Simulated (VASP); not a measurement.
Here is a VASP 6.6.1 calculation.

INCAR

```
PREC = Accurate
ENCUT = 520
EDIFF = 1E-7
ISMEAR = 0
SIGMA = 0.02
LREAL = F
LASPH = T
NELM = 60
ALGO = Normal
ISIF = 3
LWAVE = F
LCHARG = F
LNONCOLLINEAR = T
MAGMOM = 0 0 0 0 0 0
LORBIT = 11
LSORBIT = T
GGA_COMPAT = F
GGA = PE
IBRION = 2
NSW = 80
EDIFFG = -0.002
KPAR = 4
```

Contents of KPOINTS:

```
Automatic mesh
0
Gamma
  10 10 10
```

Contents of POSCAR:

```
CdS                                     
1.0
   -0.0000000000      2.9677183597      2.9677183597
    2.9677183597     -0.0000000000      2.9677183597
    2.9677183597      2.9677183597     -0.0000000000
  Cd              S             
     1     1
Direct
     0.0000000000000000    0.0000000000000000    0.0000000000000000
     0.2500000000000000    0.2500000000000000    0.2500000000000000
```

Potentials or basis: VASP PAW PBE potentials, release 64 (Cd, S).

Run with:

```bash
$ cat potpaw_PBE.64/Cd/POTCAR potpaw_PBE.64/S/POTCAR > POTCAR
$ mpirun -np 4 vasp_ncl > vasp.out
```

Task: Predict the space group after relaxing (to 0.05 Å).

Result: F-43m (No. 216).

Task: Estimate the relaxed volume.

Result: 26.15 Å³/atom.

Task: Predict the net moment.

Result: 0.00 μB per cell.

Moments on the atoms (μB; x, y, z):
```
Cd  0.00 0.00 0.00
S   0.00 0.00 0.00
```
